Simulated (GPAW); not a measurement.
# TaN (P-6m2) in GPAW: single point with PBE

Aim: the single point of TaN with PBE.

Program: GPAW 26.7.0. These are calculated values, not measurements. Logs are shortened: lines on timing, memory, paths and dates and some standing lists are left out, and cuts for length are marked. The log counts tension as positive stress, the text compression.

## Step 1: Starting point

It takes space group P-6m2 (No. 187, hexagonal). Conventional cell: a = 2.938 Å, b = 2.938 Å, c = 2.883 Å, α = 90.00°, β = 90.00°, γ = 120.00°. Ta (site symmetry -6m2) is surrounded by 6 N at 2.23 Å. N (site symmetry -6m2) is surrounded by 6 Ta at 2.23 Å.

## Step 2: Single point, PBE

Contents of run.py:

```python
from ase import Atoms
from ase.dft.bandgap import bandgap
from ase.io import write
from ase.units import GPa
from gpaw import GPAW, PW

atoms = Atoms(['Ta', 'N'],
              cell=[[2.938, 0.0, 0.0],
                    [-1.469, 2.5443826363, 0.0],
                    [0.0, 0.0, 2.883]],
              scaled_positions=[[0.0, 0.0, 0.5],
                                [0.6666666667, 0.3333333333, 0.0]],
              pbc=True)

calc = GPAW(mode=PW(600),
            xc='PBE',
            kpts={'size': (8, 8, 7), 'gamma': True},
            occupations={'name': 'fermi-dirac', 'width': 0.05},
            nbands=19,
            maxiter=120,
            txt='gpaw.txt')
atoms.calc = calc
energy = atoms.get_potential_energy()
forces = atoms.get_forces()
stress = atoms.get_stress()
calc.write('gs.gpw')
write('result.traj', atoms)
print(f'Energy: {energy:.6f} eV')
print('Forces (eV/A):')
print(forces.round(4))
print('Stress (GPa):', (stress / GPa).round(3))
print('Fermi level:', round(calc.get_fermi_level(), 4), 'eV')
print(f'Gap: {bandgap(calc)[0]:.4f} eV, direct: {bandgap(calc, direct=True)[0]:.4f} eV')
```

Potentials or basis: GPAW PAW data sets (gpaw-data 1.2.1), pw.

Started as:

```
$ OMP_NUM_THREADS=1 python run.py
```

gpaw.txt:

```text
__  _  _
 | _ |_)|_||  |
 |__||  | ||/\| - 26.7.0

Input parameters:
  mode=PW(ecut=600.0),
  kpts=MonkhorstPack(size=(8, 8, 7), gamma=True),
  maxiter=120,
  nbands=19,
  occupations=Occupations(name='fermi-dirac', width=0.05),
  xc=XC(name='PBE')

Diagonalizing LCAO Hamiltonian
Converting LCAO to pw mode

       Ta

           N

Atoms  # Å, Bohr magnetons
|   | symbol |        x |        y |        z |    initial magnetic moments |
|---|--------|----------|----------|----------|-----------------------------|
| 0 |     Ta | 0.000000 | 0.000000 | 1.441500 | ( 0.0000,  0.0000,  0.0000) |
| 1 |      N | 1.469000 | 0.848128 | 0.000000 | ( 0.0000,  0.0000,  0.0000) |

Unit cell  # Å
| periodic |         x |        y |        z |  lengths |     angles |
|----------|-----------|----------|----------|----------|------------|
|      yes |  2.938000 | 0.000000 | 0.000000 | 2.938000 |  90.000000 |
|      yes | -1.469000 | 2.544383 | 0.000000 | 2.938000 |  90.000000 |
|      yes |  0.000000 | 0.000000 | 2.883000 | 2.883000 | 120.000000 |

Number of symmetries: 12
Symmetry operations  # r_c * U_cc + t_c -> r_c
|    | kind |            matrix            |
|----|------|------------------------------|
|  0 |  σ   |  1, 1, 0,  0,-1, 0,  0, 0, 1 |
|  1 |  C2  |  1, 1, 0,  0,-1, 0,  0, 0,-1 |
|  2 |  E   |  1, 0, 0,  0, 1, 0,  0, 0, 1 |
|  3 |  σ   |  1, 0, 0,  0, 1, 0,  0, 0,-1 |
|  4 |  C3  |  0, 1, 0, -1,-1, 0,  0, 0, 1 |
|  5 |  S3  |  0, 1, 0, -1,-1, 0,  0, 0,-1 |
|  6 |  σ   |  0,-1, 0, -1, 0, 0,  0, 0, 1 |
|  7 |  C2  |  0,-1, 0, -1, 0, 0,  0, 0,-1 |
|  8 |  σ   | -1, 0, 0,  1, 1, 0,  0, 0, 1 |
|  9 |  C2  | -1, 0, 0,  1, 1, 0,  0, 0,-1 |
| 10 |  C3  | -1,-1, 0,  1, 0, 0,  0, 0, 1 |
| 11 |  S3  | -1,-1, 0,  1, 0, 0,  0, 0,-1 |

BZ-sampling:
  Number of BZ points: 448
  Number of IBZ points: 40

  Monkhorst-Pack size: [8, 8, 7]
  Monkhorst-Pack shift: [0.0625, 0.0625, 0.0]

K-points  # in reciprocal-cell coordinates
|     |                                coordinates |     weight |
|-----|--------------------------------------------|------------|
|   0 | (  0.00000000,   0.00000000,   0.00000000) | 0.00223214 |
|   1 | (  0.00000000,   0.00000000,   0.14285714) | 0.00446429 |
|   2 | (  0.00000000,   0.00000000,   0.28571429) | 0.00446429 |
|   3 | (  0.00000000,   0.00000000,   0.42857143) | 0.00446429 |
|   4 | (  0.12500000,   0.00000000,   0.00000000) | 0.01339286 |
|   5 | (  0.12500000,   0.00000000,   0.14285714) | 0.02678571 |
|   6 | (  0.12500000,   0.00000000,   0.28571429) | 0.02678571 |
|   7 | (  0.12500000,   0.00000000,   0.42857143) | 0.02678571 |
|   8 | (  0.25000000,  -0.12500000,   0.00000000) | 0.01339286 |
|   9 | (  0.25000000,  -0.12500000,   0.14285714) | 0.02678571 |
| ... |                                            |            |
|  39 | (  0.50000000,   0.50000000,   0.42857143) | 0.01339286 |

Plane wave coefficients: 728
Cutoff: 600.0 eV

Spin-components: 1 (collinear spins)
Bands:           19
Projectors:      11
Spin-degeneracy: 2
Datatype:        complex128

Parallelization:
  kpt:    1
  domain: 1
  band:   1

Density:
  Valence electrons: 18.0
  Components: 1
  Grid points: [18 18 18]
  Charge: 0.0  # |e|

Potential:
  Grid points: [18 18 18]

species:
  Ta:
    name:    Tantalum
    Z:       73.0
    valence: 13
    core:    60
    charge:  0.0  # [|e|]
    compensation charges:
      type: gauss
      rc: 0.42  # [Å]
      lmax: 2
    cutoffs:
      filter: 2.36  # [Å]
      core: 3.45  # [Å]
    projectors
    | kind |    occ | energy [eV] | rcut [Å] |
    |------|--------|-------------|----------|
    |   5s |  2.000 |     -72.790 |    1.365 |
    |   6s |  2.000 |      -5.429 |    1.365 |
    |   5p |  6.000 |     -39.427 |    1.349 |
    |   6p |  0.000 |      -1.396 |    1.349 |
    |   5d |  3.000 |      -3.603 |    1.307 |
    |    d |        |      23.609 |    1.307 |

    Using partial waves for Ta as LCAO basis

  N:
    name:    Nitrogen
    Z:       7.0
    valence: 5
    core:    2
    charge:  0.0  # [|e|]
    compensation charges:
      type: gauss
      rc: 0.18  # [Å]
      lmax: 2
    cutoffs:
      filter: 1.11  # [Å]
      core: 0.96  # [Å]
    projectors
    | kind |    occ | energy [eV] | rcut [Å] |
    |------|--------|-------------|----------|
    |   2s |  2.000 |     -18.583 |    0.603 |
    |   2p |  3.000 |      -7.089 |    0.529 |
    |    s |        |       8.629 |    0.603 |
    |    p |        |      20.123 |    0.529 |
    |    d |        |       0.000 |    0.577 |

    Using partial waves for N as LCAO basis

Reference energy: -425654.162905  # eV

eigensolver:
  PPCG
  Converge bands: occupied
  niter=2

density mixing:
  MSR1-Mixer
  Pratt-step length: 0.05
  Maximum mixing coefficient: 0.75
  Old densities: 10
  SVD Regularization: 0.005
  Good broyden scale: 1.0
  Trust region scale: 1.0
  Backstep threshold: 4.0
  History deletion threshold: 6.0
  Fourier metric: weight=20.0, sigma=0.015

occupation numbers:
  Fermi-Dirac:
    width: 0.0500  # eV

poisson solver:
  ecut: 4800.0  # eV

xc functional:
  name: PBE with 2 nearest neighbor stencil

convergence criteria:
- Maximum [total energy] change in last 3 cyles: 0.0005 eV / valence electron
- Maximum integral of absolute [dens]ity change: 0.0001 electrons / valence electron
- Maximum integral of absolute [eigenst]ate change: 4e-08 eV^2 / valence electron
maximum number of iterations: 120

SCF iterations
|iter     | |      energy | eigst |  dens |
|---------|-|-------------|-------|-------|
|iter:   1| |  -21.678769 | -0.10 |       |
|iter:   2| |  -21.277073 | -2.52 | -0.96 |
|iter:   3| |  -20.397381 | -1.70 | -1.03 |
|iter:   4| |  -20.405291 | -3.12 | -1.63 |
|iter:   5| |  -20.414476 | -3.37 | -1.86 |
|iter:   6| |  -20.414483 | -4.85 | -2.77 |
|iter:   7| |  -20.414488c| -6.76 | -3.65 |
|iter:   8| |  -20.414488c| -7.59c| -4.09c|

Converged in 8 steps
Energy contributions relative to reference atoms: (reference = -425654.162905)

Energy contributions:
  Kinetic:          20.616582
  Coulomb:         -21.570114
  Zero:             -0.178563
  External:          0.000000
  Xc:              -19.282226
  Entropy:          -0.000336
  Spinorbit:         0.000000
  ----------------------------
  Free energy:     -20.414656
  Extrapolated:    -20.414488

dipole moment: (-4.714952, -9.440780, -7.163470)  # |e|*Ang

Fermi level: 14.305
Eigenvalues  # (at kpt = [0.000, 0.000, 0.000])
| band index |      eig [eV] | occ [0-2] |
|------------|---------------|-----------|
|          0 |       -54.130 |     2.000 |
|          1 |       -20.682 |     2.000 |
|          2 |       -20.413 |     2.000 |
|          3 |       -20.413 |     2.000 |
|          4 |        -3.568 |     2.000 |
|          5 |         9.649 |     2.000 |
[... 9 lines left out ...]
|         15 |        30.521 |     0.000 |
|         16 |        30.521 |     0.000 |
|        ... |               |           |
|         18 |        37.528 |     0.000 |

No gap
No difference between direct/indirect transitions

Forces  # eV/Ang
|        x |        y |       z |
|----------|----------|---------|
|  0.00000 |  0.00000 | 0.00000 |  # Ta   0
| -0.00000 | -0.00000 | 0.00000 |  # N    1

Stress tensor  # eV/Ang^3
|         x |        y |        z |
|-----------|----------|----------|
|  0.008902 | 0.000000 | 0.000000 |
| -0.000000 | 0.008902 | 0.000000 |
|  0.000000 | 0.000000 | 0.003161 |

# Writing to gs.gpw (mode='')
```

Wall time 10 s (1 thread of Arm Neoverse V2, shared host); peak memory 0.15 GiB.

Results:

```
Free energy            : -20.4147 eV
Pressure               : -1.1 GPa
Band gap on the k mesh : none (metal or under the smearing width)
```

Caveat: the cutoff is short for stress and forces, so pressures can be off by a GPa or more.
